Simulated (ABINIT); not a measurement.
**Ge in ABINIT: the effect of functional**

Crystal: Ge.

```xyz
1
Lattice="-1.6084 1.6084 1.8732 1.6084 -1.6084 1.8732 1.6084 1.6084 -1.8732" Properties=species:S:1:pos:R:3 pbc="T T T"
Ge    0.0000    0.0000    1.8732
```

The cell was built by a generator and needn't be a form met in nature.

Alike in all runs:

| Property | Result |
| --- | --- |
| Program | ABINIT 10.8.3 (patched build) |
| Task | single point |
| Potentials or basis | JTH PAW PBE v2.0 |
| Cutoff | 707 eV |
| k mesh | 12 × 12 × 12 |
| Occupations | fermi-dirac, width 0.05 eV |
| Spin | no spin polarisation |

```tsv
functional	pressure (GPa)
PBE	0.9
LDA	-4.1
PBEsol	-2.6
RPBE	2.4
BLYP	?
AM05	-3.2
r2SCAN	-1.0
SCAN	-2.4
revPBE	2.0
PW91	1.2
WC	-2.1
```

Task: What does the run with functional BLYP give?

Result: Pressure 7.3 GPa.

Caveats: the PAW data sets were made with another functional, which shifts forces and pressure a little (some runs).
